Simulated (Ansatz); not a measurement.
# TaC (rocksalt type): how the settings move a single-point run

Aim: see which settings change the result for TaC (rocksalt type), by how much, and at what cost.

Method: reference: DFT, PBEsol, all-electron LAPW, scalar-relativistic, in Ansatz 0.2.0.

### 1 The system as given

Symmetry: Fm-3m, No. 225, cubic system. The conventional cell has a = 3.402 Å, b = 3.402 Å, c = 3.402 Å, α = 90.00°, β = 90.00°, γ = 90.00°. Ta (site symmetry m-3m) is surrounded by 6 C at 1.70 Å. C (site symmetry m-3m) is surrounded by 6 Ta at 1.70 Å.

Coordinates:

```
CELL_PARAMETERS angstrom
0.00000 1.70117 1.70117
1.70117 0.00000 1.70117
1.70117 1.70117 0.00000
ATOMIC_POSITIONS crystal
Ta 0.00000 0.00000 0.00000
C 0.50000 0.50000 0.50000
```

### 2 The reference run

The input, input.yaml:

```yaml
crystal:
  lattice:
    - [0.0, 1.7011695427, 1.7011695427]
    - [1.7011695427, 0.0, 1.7011695427]
    - [1.7011695427, 1.7011695427, 0.0]
  atoms:
    - { symbol: Ta, position: [0.0, 0.0, 0.0] }
    - { symbol: C, position: [0.5, 0.5, 0.5] }
kpoints:
  mp_grid: { grid: [17, 17, 17] }
  band_path:
    path:
      - [0.0, 0.0, 0.0]
      - [0.5, 0.0, 0.5]
      - [0.625, 0.25, 0.625]
      - [0.375, 0.375, 0.75]
      - [0.0, 0.0, 0.0]
      - [0.5, 0.5, 0.5]
      - [0.5, 0.25, 0.75]
      - [0.5, 0.0, 0.5]
    npoints: 8
scf:
  occupations: { method: fermi_dirac, width: 0.05 }
hamiltonian:
  xc: pbesol
  pseudopotentials: { kind: all_electron, lapw: { basis_error: 0.001 } }
output:
  forces: true
  stress: true
  eigenvalues: true
  populations: true
  dos: { projected: true, de: 0.2, e_range: [-14, 8] }
```

The run is started by

```console
$ ansatz run input.yaml --threads 1 --pin off --max-ram 2048MiB --backend cpu --events-out ev --progress --plain --runs-dir out
```

From the output:

```text
[...]
Basis set: ecut = 600.397687943397 eV, 331 PW (Γ), exchange–correlation at level 2
[...]
k-points: 165 of 4913
[...]
SCF iter   1: F=—  HF=-425455.063596 eV  |F-HF|=—  |Δ(HF+E_count)|=         —  Δρ=3.13e-1  dr2=7.22e0  ethr=1.41e-2  ⟨swp⟩=2.0  Hψ=33741  notcnv=0
preconditioner: auto → none  [metal: Δε(μ)=0.005 eV  Ē_g=29.947 eV  σ=0.050 eV  W_gap=0.02  n_scr=8 (ndim 8)  ℏωp=63.7 eV  f_vac=0.000  D(μ)=0.51/eV (n_scr^D=0)  sad-step TF]
SCF iter   2: F=—  HF=-425452.266343 eV  |F-HF|=—  |Δ(HF+E_count)|=    2.80e0  Δρ=1.15e-1  dr2=1.03e0  ethr=1.41e-2  ⟨swp⟩=3.0  Hψ=14960  notcnv=0
[...]
SCF iter   6: F=—  HF=-425451.745624 eV  |F-HF|=—  |Δ(HF+E_count)|=   2.33e-4  Δρ=3.45e-4  dr2=5.77e-6  ethr=3.28e-7  ⟨swp⟩=2.0  Hψ=14605  notcnv=0
SCF iter   7: F=-425451.745623 eV  HF=-425451.745623 eV  |F-HF|=2.31e-8  |Δ(HF+E_count)|=   1.95e-6  Δρ=3.15e-5  dr2=6.66e-8  ethr=1.13e-8  ⟨swp⟩=2.0  Hψ=14605  notcnv=0
[...]
SCF converged after 7 iterations
Free energy (F): -425451.745623 eV
[...]
E sigma→0 (E₀):  -425451.741860 eV
[...]
Fermi energy:    56.547843 eV
[...]
  P = ⅓ Tr σ = 1309.6222 GPa (13096.222 kbar)
[...]
```

It took 62 s on 1 thread of Intel Xeon Platinum 8375C at 2.90GHz (Ice Lake), shared host; peak memory 0.71 GiB.

### 3 Changing settings: occupations.method cold, occupations.width 0.2

input.yaml: that of step 2 with these lines changed.

```diff
@@ -22,3 +22,3 @@
 scf:
-  occupations: { method: fermi_dirac, width: 0.05 }
+  occupations: { method: cold, width: 0.2 }
 hamiltonian:
@@ -31,2 +31 @@
   populations: true
-  dos: { projected: true, de: 0.2, e_range: [-14, 8] }
```

The run is started by

```console
$ ansatz run input.yaml --threads 1 --pin off --max-ram 2048MiB --backend cpu --events-out ev --progress --plain --runs-dir out
```

The program printed:

```text
Ta: projections on atomic orbitals take those of the free atom 1s2 2s2 2p6 3s2 3p6 3d10 4s2 4p6 4d10 4f14 5s2 5p6 5d3 6s2, of charge +0.00 (hamiltonian.pseudopotentials.projection_atoms)
C: projections on atomic orbitals take those of the free atom 1s2 2s2 2p2, of charge +0.00 (hamiltonian.pseudopotentials.projection_atoms)
LAPW: plane waves up to 12.553 Å⁻¹, error target 1.0e-3 eV per atom; small_component_spin mean_spin; C in spheres of 0.665 Å, 6 of its electrons in bands, Dirac shells []; Ta in spheres of 1.036 Å, 45 of its electrons in bands, Dirac shells []
Engine: ansatz 0.2.0
Pseudopotentials: kind: all_electron
Pseudopotential: Ta, LAPW, valence charge 45, Koelling and Harmon's equation, gaussian nucleus
Pseudopotential: C, LAPW, valence charge 6, Koelling and Harmon's equation, gaussian nucleus
Functional definition: PBEsol
  exchange = pbesol_x
  correlation = pbesol_c
Crystal: 2 atoms, lattice volume = 9.846 Å³
Basis set: ecut = 600.397687943397 eV, 331 PW (Γ), exchange–correlation at level 2
Bands: 31, of which v1, the nominal top of the filled ones, is band 26 counted from 1 (25 counted from 0)
Symmetry: 48 space group operations
Space group: Fm-3m (ITA 225), of the structure as read, at distance tolerance 2.1e-5 Å
k-points: 165 of 4913
Non-local potential: Ta, projectors of the file, none
Non-local potential: C, projectors of the file, none
Initial density: superposition of atomic densities (chi_scale 0.1, normalization cell, long waves kept (reshape's long-wave potential 0.00 eV rms))
Initial wavefunctions: plane waves of lowest kinetic energy (no species holds an atomic orbital)
Functional: x = pbesol(κ = 0.804, μ = 0.12345679012345678), c = pbesol(β = 0.046)
iter 1 solved again at ethr=1.42e-2 eV; its pass at ethr=1.00e-1 eV (dr2=7.22e0 eV) is discarded
SCF iter   1: F=—  HF=-425455.062319 eV  |F-HF|=—  |Δ(HF+E_count)|=         —  Δρ=3.13e-1  dr2=7.23e0  ethr=1.42e-2  ⟨swp⟩=2.0  Hψ=33741  notcnv=0
preconditioner: auto → none  [metal: Δε(μ)=0.005 eV  Ē_g=29.947 eV  σ=0.200 eV  W_gap=0.02  n_scr=8 (ndim 8)  ℏωp=63.7 eV  f_vac=0.000  D(μ)=0.46/eV (n_scr^D=0)  sad-step TF]
SCF iter   2: F=—  HF=-425452.262196 eV  |F-HF|=—  |Δ(HF+E_count)|=    2.80e0  S|Δr|=    0.00e0  Δρ=1.15e-1  dr2=1.02e0  ethr=1.42e-2  ⟨swp⟩=3.0  Hψ=14731  notcnv=0
iter 3 solved again at ethr=1.78e-5 eV; its pass at ethr=2.01e-3 eV (dr2=9.07e-3 eV) is discarded
SCF iter   3: F=—  HF=-425451.792660 eV  |F-HF|=—  |Δ(HF+E_count)|=   4.70e-1  S|Δr|=    0.00e0  Δρ=1.60e-2  dr2=9.07e-3  ethr=1.78e-5  ⟨swp⟩=2.0  Hψ=26424  notcnv=0
SCF iter   4: F=—  HF=-425451.748682 eV  |F-HF|=—  |Δ(HF+E_count)|=   4.40e-2  S|Δr|=    0.00e0  Δρ=9.52e-3  dr2=2.93e-3  ethr=1.78e-5  ⟨swp⟩=2.0  Hψ=14616  notcnv=0
SCF iter   5: F=—  HF=-425451.744332 eV  |F-HF|=—  |Δ(HF+E_count)|=   4.35e-3  S|Δr|=    0.00e0  Δρ=2.42e-3  dr2=1.65e-4  ethr=5.75e-6  ⟨swp⟩=2.0  Hψ=14604  notcnv=0
SCF iter   6: F=—  HF=-425451.744087 eV  |F-HF|=—  |Δ(HF+E_count)|=   2.45e-4  S|Δr|=    0.00e0  Δρ=3.52e-4  dr2=5.96e-6  ethr=3.23e-7  ⟨swp⟩=2.0  Hψ=14604  notcnv=0
SCF iter   7: F=-425451.744084 eV  HF=-425451.744084 eV  |F-HF|=2.44e-8  |Δ(HF+E_count)|=   2.15e-6  S|Δr|=    0.00e0  Δρ=3.22e-5  dr2=6.94e-8  ethr=1.17e-8  ⟨swp⟩=2.0  Hψ=14604  notcnv=0
SCF 1 converged in 7 iterations: F = -425451.744084 eV  dr2 = 6.94e-8
NSCF: frozen V_eff on 57 k-points
SCF converged after 7 iterations
Stability not checked: this state was not tested for a lower state beside it, because cold or Methfessel-Paxton smearing, or corrected tetrahedra, fill the levels in a way that the test cannot read (fill_not_monotonic; see scf.lower_state_search)
Free energy (F): -425451.744084 eV
Harris-Foulkes:  -425451.744084 eV  (|F-HF|=2.44e-8)
Internal energy: -425451.738357 eV  (E = F + TS)
E sigma→0 (E₀):  -425451.742175 eV
Entropy (-TS):   -0.005728 eV (-2.864 meV/atom)
Fermi energy:    56.560309 eV
--- Per-component energies (eV) ---
  E_band       = -3955.286801
  E_kinetic    = 475003.475869
  E_xc         = -8676.108314
  E_electrostatic = -891779.105912  (all electrons and nuclei)
  E_smearing   = -0.005728  (= −TS)
  E_closure    = 0.000000  (closes the sum)
  E_atoms      = -425455.876864  (free atoms, spherical and without spin; not in F)
  Σ components = -425451.744084   (vs F -425451.744084, Δ=0.00e0)
  Basis errors (estimates in eV, not in F): energy 3.7e-4 per atom: plane waves 3.5e-4 (1.9e-4 summed), levels above the bands 0.0e0, relativity 6.4e-8, radial functions 2.0e-5, core shells 1.0e-11; eigenvalues (radial functions only) 6.3e-6; not estimated: angular momenta, meshes, grids; target (lapw.basis_error) 1.0e-3; muffin-tin radii C 0.665 Å, Ta 1.036 Å
--- Forces (eV/Å), atoms counted from 1 ---
  atom   1  Ta    -0.00000000     0.00000000    -0.00000000
  atom   2  C      0.00000000    -0.00000000     0.00000000
  max |Σ_I F_I| component: 4.21e-30 eV/Å
--- Stress (GPa, compression-positive) ---
     1309.352648      -0.000000      -0.000000
       -0.000000    1309.352648      -0.000000
       -0.000000      -0.000000    1309.352648
  P = ⅓ Tr σ = 1309.3526 GPa (13093.526 kbar)
--- Band table (eV; the first three rows and the last of 165) ---
  k-point 0: bands = ["-477.0126", "-337.6815", "-337.6815", "-337.6815", "-208.3928", "-159.4630", "-159.4630", "-159.4407", "-159.4407", "-159.4407", "-13.6343", "22.6162", "22.6162", "22.6162", "36.6615", "36.6615", "36.6615", "36.8093", "37.4786", "37.4786", "37.4786", "37.9281", "51.4094", "51.4094", "51.4094", "55.3458", "55.3458", "55.3458", "57.1598", "57.1598", "65.9931"]
  k-point 1: bands = ["-477.0126", "-337.6815", "-337.6815", "-337.6815", "-208.3928", "-159.4630", "-159.4630", "-159.4407", "-159.4407", "-159.4407", "-13.5913", "22.2313", "22.5940", "22.5940", "36.6557", "36.6723", "36.6723", "36.8189", "37.4597", "37.4597", "37.4792", "38.3101", "50.9410", "51.4439", "51.4439", "53.8833", "53.8833", "55.6692", "59.0671", "59.0671", "66.5886"]
  k-point 2: bands = ["-477.0126", "-337.6815", "-337.6815", "-337.6815", "-208.3928", "-159.4630", "-159.4630", "-159.4407", "-159.4407", "-159.4407", "-13.4665", "21.2180", "22.5310", "22.5310", "36.6416", "36.7050", "36.7050", "36.8494", "37.4093", "37.4093", "37.4810", "39.2672", "50.0267", "50.6784", "50.6784", "53.2320", "53.2320", "56.2654", "61.9034", "61.9034", "68.3066"]
  k-point 164: bands = ["-477.0126", "-337.6815", "-337.6815", "-337.6815", "-208.3928", "-159.4630", "-159.4628", "-159.4405", "-159.4405", "-159.4401", "-11.7169", "16.9975", "17.4532", "19.3706", "36.8771", "36.9574", "37.0240", "37.0565", "37.1752", "37.1810", "37.3829", "40.7084", "46.2844", "49.6517", "50.8894", "59.6151", "60.4139", "67.4559", "71.4639", "76.3872", "80.7926"]
--- Löwdin populations: 2 sites ---
  site symbol       q [e]
     0     Ta     72.8430
     1      C      6.0904
  spilling = 0.000843 (of n_electrons = 79.000000)
```

Wall time 61 s (1 thread of Intel Xeon Platinum 8375C at 2.90GHz (Ice Lake), shared host); peak memory 0.72 GiB.

Changing the smearing leaves the energy as it was (-0.2 meV/atom).

### 4 Variant: lower_state_search light

input.yaml: that of step 2 with these lines changed.

```diff
@@ -23,2 +23,3 @@
   occupations: { method: fermi_dirac, width: 0.05 }
+  lower_state_search: light
 hamiltonian:
@@ -31,2 +32 @@
   populations: true
-  dos: { projected: true, de: 0.2, e_range: [-14, 8] }
```

The run is started by

```console
$ ansatz run input.yaml --threads 1 --pin off --max-ram 2048MiB --backend cpu --events-out ev --progress --plain --runs-dir out
```

The program printed:

```text
Ta: projections on atomic orbitals take those of the free atom 1s2 2s2 2p6 3s2 3p6 3d10 4s2 4p6 4d10 4f14 5s2 5p6 5d3 6s2, of charge +0.00 (hamiltonian.pseudopotentials.projection_atoms)
C: projections on atomic orbitals take those of the free atom 1s2 2s2 2p2, of charge +0.00 (hamiltonian.pseudopotentials.projection_atoms)
LAPW: plane waves up to 12.553 Å⁻¹, error target 1.0e-3 eV per atom; small_component_spin mean_spin; C in spheres of 0.665 Å, 6 of its electrons in bands, Dirac shells []; Ta in spheres of 1.036 Å, 45 of its electrons in bands, Dirac shells []
[... 7 set-up lines as earlier in the session ...]
Crystal: 2 atoms, lattice volume = 9.846 Å³
Basis set: ecut = 600.397687943397 eV, 331 PW (Γ), exchange–correlation at level 2
Bands: 31, of which v1, the nominal top of the filled ones, is band 26 counted from 1 (25 counted from 0)
[... 2 set-up lines as earlier in the session ...]
k-points: 165 of 4913
[... 5 set-up lines as earlier in the session ...]
iter 1 solved again at ethr=1.41e-2 eV; its pass at ethr=1.00e-1 eV (dr2=7.22e0 eV) is discarded
SCF iter   1: F=—  HF=-425455.063596 eV  |F-HF|=—  |Δ(HF+E_count)|=         —  Δρ=3.13e-1  dr2=7.22e0  ethr=1.41e-2  ⟨swp⟩=2.0  Hψ=33741  notcnv=0
preconditioner: auto → none  [metal: Δε(μ)=0.005 eV  Ē_g=29.947 eV  σ=0.050 eV  W_gap=0.02  n_scr=8 (ndim 8)  ℏωp=63.7 eV  f_vac=0.000  D(μ)=0.51/eV (n_scr^D=0)  sad-step TF]
SCF iter   2: F=—  HF=-425452.266343 eV  |F-HF|=—  |Δ(HF+E_count)|=    2.80e0  Δρ=1.15e-1  dr2=1.03e0  ethr=1.41e-2  ⟨swp⟩=3.0  Hψ=14960  notcnv=0
iter 3 solved again at ethr=1.74e-5 eV; its pass at ethr=2.02e-3 eV (dr2=8.88e-3 eV) is discarded
SCF iter   3: F=—  HF=-425451.795163 eV  |F-HF|=—  |Δ(HF+E_count)|=   4.71e-1  Δρ=1.59e-2  dr2=8.88e-3  ethr=1.74e-5  ⟨swp⟩=2.0  Hψ=27146  notcnv=0
SCF iter   4: F=—  HF=-425451.750235 eV  |F-HF|=—  |Δ(HF+E_count)|=   4.49e-2  Δρ=9.55e-3  dr2=2.93e-3  ethr=1.74e-5  ⟨swp⟩=2.0  Hψ=14739  notcnv=0
SCF iter   5: F=—  HF=-425451.745857 eV  |F-HF|=—  |Δ(HF+E_count)|=   4.38e-3  Δρ=2.39e-3  dr2=1.67e-4  ethr=5.75e-6  ⟨swp⟩=2.0  Hψ=14644  notcnv=0
SCF iter   6: F=—  HF=-425451.745624 eV  |F-HF|=—  |Δ(HF+E_count)|=   2.33e-4  Δρ=3.45e-4  dr2=5.77e-6  ethr=3.28e-7  ⟨swp⟩=2.0  Hψ=14605  notcnv=0
SCF iter   7: F=-425451.745623 eV  HF=-425451.745623 eV  |F-HF|=2.31e-8  |Δ(HF+E_count)|=   1.95e-6  Δρ=3.15e-5  dr2=6.66e-8  ethr=1.13e-8  ⟨swp⟩=2.0  Hψ=14605  notcnv=0
SCF 1 converged in 7 iterations: F = -425451.745623 eV  dr2 = 6.66e-8
NSCF: frozen V_eff on 57 k-points
SCF converged after 7 iterations
Free energy (F): -425451.745623 eV
Harris-Foulkes:  -425451.745623 eV  (|F-HF|=2.31e-8)
Internal energy: -425451.738097 eV  (E = F + TS)
E sigma→0 (E₀):  -425451.741860 eV
Entropy (-TS):   -0.007526 eV (-3.763 meV/atom)
Fermi energy:    56.547843 eV
--- Per-component energies (eV) ---
  E_band       = -3955.272225
  E_kinetic    = 475003.525452
  E_xc         = -8676.110540
  E_electrostatic = -891779.153009  (all electrons and nuclei)
  E_smearing   = -0.007526  (= −TS)
  E_closure    = 0.000000  (closes the sum)
  E_atoms      = -425455.876864  (free atoms, spherical and without spin; not in F)
  Σ components = -425451.745623   (vs F -425451.745623, Δ=0.00e0)
  Basis errors (estimates in eV, not in F): energy 3.7e-4 per atom: plane waves 3.5e-4 (1.9e-4 summed), levels above the bands 1.5e-159, relativity 6.3e-8, radial functions 2.0e-5, core shells 1.0e-11; eigenvalues (radial functions only) 6.3e-6; not estimated: angular momenta, meshes, grids; target (lapw.basis_error) 1.0e-3; muffin-tin radii C 0.665 Å, Ta 1.036 Å
--- Forces (eV/Å), atoms counted from 1 ---
  atom   1  Ta    -0.00000000    -0.00000000     0.00000000
  atom   2  C      0.00000000    -0.00000000     0.00000000
  max |Σ_I F_I| component: 2.89e-30 eV/Å
--- Stress (GPa, compression-positive) ---
     1309.622200      -0.000000      -0.000000
       -0.000000    1309.622200       0.000000
       -0.000000       0.000000    1309.622200
  P = ⅓ Tr σ = 1309.6222 GPa (13096.222 kbar)
--- Band table (eV; the first three rows and the last of 165) ---
  k-point 0: bands = ["-477.0124", "-337.6813", "-337.6813", "-337.6813", "-208.3890", "-159.4628", "-159.4628", "-159.4406", "-159.4406", "-159.4406", "-13.6344", "22.6161", "22.6161", "22.6161", "36.6617", "36.6617", "36.6617", "36.8093", "37.4786", "37.4786", "37.4786", "37.9286", "51.4092", "51.4092", "51.4092", "55.3470", "55.3470", "55.3470", "57.1598", "57.1598", "65.9927"]
  k-point 1: bands = ["-477.0124", "-337.6813", "-337.6813", "-337.6813", "-208.3890", "-159.4628", "-159.4628", "-159.4406", "-159.4406", "-159.4406", "-13.5914", "22.2312", "22.5939", "22.5939", "36.6558", "36.6725", "36.6725", "36.8189", "37.4598", "37.4598", "37.4793", "38.3107", "50.9408", "51.4438", "51.4438", "53.8841", "53.8841", "55.6703", "59.0675", "59.0675", "66.5881"]
  k-point 2: bands = ["-477.0124", "-337.6813", "-337.6813", "-337.6813", "-208.3890", "-159.4628", "-159.4628", "-159.4406", "-159.4406", "-159.4406", "-13.4666", "21.2179", "22.5308", "22.5308", "36.6417", "36.7052", "36.7052", "36.8494", "37.4093", "37.4093", "37.4811", "39.2677", "50.0267", "50.6787", "50.6787", "53.2322", "53.2322", "56.2663", "61.9039", "61.9039", "68.3061"]
  k-point 164: bands = ["-477.0124", "-337.6813", "-337.6813", "-337.6813", "-208.3890", "-159.4628", "-159.4626", "-159.4404", "-159.4403", "-159.4400", "-11.7171", "16.9974", "17.4531", "19.3705", "36.8772", "36.9575", "37.0240", "37.0566", "37.1753", "37.1811", "37.3829", "40.7091", "46.2851", "49.6515", "50.8893", "59.6160", "60.4147", "67.4556", "71.4641", "76.3877", "80.7926"]
--- Löwdin populations: 2 sites ---
  site symbol       q [e]
     0     Ta     72.8425
     1      C      6.0910
  spilling = 0.000842 (of n_electrons = 79.000000)
```

It took 60 s on 1 thread of Intel Xeon Platinum 8375C at 2.90GHz (Ice Lake), shared host; peak memory 0.7 GiB.

The changed input (search for lower states) leaves the energy the same to the digits printed.

### 5 All runs together

| run | ending | energy change | pressure (GPa) | gap (eV) | force (eV/Å) | cycles | time |
| --- | --- | --- | --- | --- | --- | --- | --- |
| reference | converged | 0 | 1309.6 | 0.00 | 0.00 | 7 | 62 s |
| 1: occupations.method cold, occupations.width 0.2 | converged | -0.2 meV/atom (σ→0) | 1309.4 | 0.00 | 0.00 | 7 | 61 s |
| 2: lower_state_search light | converged | 0.0 meV/atom | 1309.6 | 0.00 | 0.00 | 7 | 60 s |

Times don't compare one to one where runs were asked for different outputs or read a saved state (see the inputs); cycles may leave out searches for a lower state.

Residual by cycle in the longest SCF loop of each run; runs are numbered as in the table. The quantity is the density residual dr2, in eV.

| cycle | reference | run 1 | run 2 |
| --- | --- | --- | --- |
| 1 | 7.22 | 7.23 | 7.22 |
| 2 | 1.03 | 1.02 | 1.03 |
| 3 | 0.00888 | 0.00907 | 0.00888 |
| 4 | 0.00293 | 0.00293 | 0.00293 |
| 5 | 1.7e-4 | 1.6e-4 | 1.7e-4 |
| 6 | 5.8e-6 | 6.0e-6 | 5.8e-6 |
| 7 | 6.7e-8 | 6.9e-8 | 6.7e-8 |

**Reading.** The structure is not at rest: the sound run finds 1310 GPa, so these are no properties of the relaxed crystal. 
